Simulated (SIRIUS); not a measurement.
# KI under changes of volume

One of the cells (44.091 Å³/atom); the others are scaled copies at fixed shape and fractional positions:

```
I K
1.0
     0.00000    3.53277    3.53277
     3.53277    0.00000    3.53277
     3.53277    3.53277    0.00000
I K
1 1
Direct
  0.50000 0.50000 0.50000
  0.00000 0.00000 0.00000
```

| Item | Value |
| --- | --- |
| Program | SIRIUS 7.12.0 |
| Functional | WC |
| Potentials or basis | all-electron FP-LAPW |
| Cutoff | 149 eV |
| Basis | apw+lo standard |
| k mesh | 7 × 7 × 7 |
| Occupations | fermi-dirac, width 0.05 eV |
| Spin | no spin polarisation |

```tsv
volume (Å³/atom)	energy over the lowest point (meV/atom)	gap on the mesh (eV)
41.445	?	?
42.327	0.95	3.94
43.209	0.00	3.90
44.091	0.30	3.86
44.973	1.79	3.82
45.854	4.28	3.79
46.736	7.58	3.76
```

**Question.** What does the run at 41.445 Å³/atom give?

**Answer.** Energy over the lowest point 3.52 meV/atom; gap on the mesh 3.98 eV.

Worked out: A Birch-Murnaghan fit of order 3 (a polynomial in V^(-2/3)) to the other rows has its minimum at 43.41 Å³/atom with B0 = V·E''(V) = 11.4 GPa and B' = 5.9. It gives 3.44 meV/atom at 41.445 Å³/atom, against the run's 3.52. A straight line through the other rows of the gap, of slope -1.83 eV per unit of ln V (its deformation potential), extrapolates to 3.98 eV, against the run's 3.98.

Energies are extrapolated to zero smearing.

Caveats: spin-orbit coupling is left out, which moves the levels of the heavy elements; an odd mesh through Γ misses points on the zone boundary, where band edges often lie (some runs).
